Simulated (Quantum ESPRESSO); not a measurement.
BN:

```xyz
2
Lattice="0.0000 1.8130 1.8130 1.8130 0.0000 1.8130 1.8130 1.8130 0.0000" Properties=species:S:1:pos:R:3 pbc="T T T"
N     0.9065    0.9065    0.9065
B     0.0000    0.0000    0.0000
```

The cell is a database's computed one.

| Property | Result |
| --- | --- |
| Program | Quantum ESPRESSO 7.5 |
| Task | phonons |
| Functional | PBEsol |
| Potentials or basis | GBRV 1.5 PBEsol |
| Cutoff | 612 eV |
| Density cutoff | 4898 eV |
| k mesh | 8 × 8 × 8, shifted |
| Occupations | fermi-dirac, width 0.05 eV |
| Spin | no spin polarisation |
| Mixing beta | 0.5 |
| Most SCF iterations | 120 |
| SCF threshold | 4e-10 Ry |

The cell and the atoms were relaxed first, to 5.87 Å³/atom (a = 2.551 Å, b = 2.551 Å, c = 2.551 Å, α = 60.00°, β = 60.00°, γ = 60.00°), and the response was taken there.

The first run showed a gap, so the response started from a second, tighter run with fixed occupations.

Task: Where do the zone-centre optical modes lie?

Result: T2 at 1047 cm⁻¹ (IR and Raman). Polar modes are given without the macroscopic field (transverse values).

Optical modes at Γ, degenerate ones joined, polar ones without the macroscopic field:
```csv
cm⁻¹,components,symmetry,active in,"IR intensity, summed ((D/Å)²/amu)"
1047,3,T2,IR and Raman,41.12
```

Zone-centre frequencies without and with the macroscopic field along z (cm⁻¹):
```csv
,optical modes in rising order
without,1047 1047 1047
with the field,1047 1047 1279
```
